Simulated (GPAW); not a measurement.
## CuO: single point with PBE

CuO:

```xyz
4
Lattice="3.1755 0.0000 0.0000 0.0000 3.1755 0.0000 0.0000 0.0000 4.6495" Properties=species:S:1:pos:R:3 pbc="T T T"
Cu    0.0000    0.0000    0.0000
Cu    1.5877    1.5877    0.0000
O     1.5877    0.0000    1.2414
O     0.0000    1.5877    3.4081
```

The cell was built by a generator and needn't be a form met in nature.

```
Program             : GPAW 26.7.0
Task                : single point
Functional          : PBE
Potentials or basis : SG15 ONCV 1.2
Cutoff              : 1100 eV
Basis               : pw
k mesh              : 8 × 8 × 6
Occupations         : fermi-dirac, width 0.05 eV
Spin                : no spin polarisation
```

* Pressure: 16.8 GPa
* Largest force: 0.896 eV/Å
* Band gap on the k mesh: none (metal or under the smearing width)

Forces in eV/Å, atoms in the order of the input:
```
Cu   0.000  0.000  0.000
Cu   0.000  0.000  0.000
O    0.000  0.000 -0.896
O    0.000  0.000  0.896
```

Stress tensor (GPa, compression positive):
```
29.33  0.00  0.00
 0.00 29.33  0.00
 0.00  0.00 -8.30
```

Levels at points of the mesh, in eV from the Fermi level:
```csv
k point,band 21,band 22,band 23,band 24,band 25,band 26,band 27,band 28,band 29,band 30
"(0.00, 0.00, 0.00)",-1.08,-1.08,-0.52,-0.30,0.43,0.43,1.18,6.53,11.04,11.04
"(0.00, 0.00, 0.50)",-0.97,-0.97,-0.74,-0.52,0.26,0.26,2.77,5.70,11.02,11.02
"(0.50, 0.00, 0.00)",-2.31,-2.31,-0.25,-0.25,-0.01,-0.01,5.31,5.31,10.69,10.69
"(0.50, 0.00, 0.50)",-2.34,-2.34,0.03,0.03,0.10,0.10,5.14,5.14,9.78,9.78
"(0.50, 0.50, 0.00)",-1.67,-1.67,-1.53,-1.53,-0.41,-0.41,5.63,5.63,9.33,9.33
"(0.50, 0.50, 0.50)",-1.77,-1.77,-1.67,-1.67,-0.30,-0.30,6.55,6.55,9.32,9.32
```

It took 2.5 min on 1 thread of Arm Neoverse V2 (shared host), peak memory 0.38 GiB.

Caveat: the run has no spin polarisation, though such a crystal can be magnetic; semilocal functionals often make such compounds metallic where correlation or magnetic order opens a gap, which also shifts bond lengths. With open d or f shells a metallic result of PBE can be an artefact of self-interaction; +U or a hybrid may open a gap.
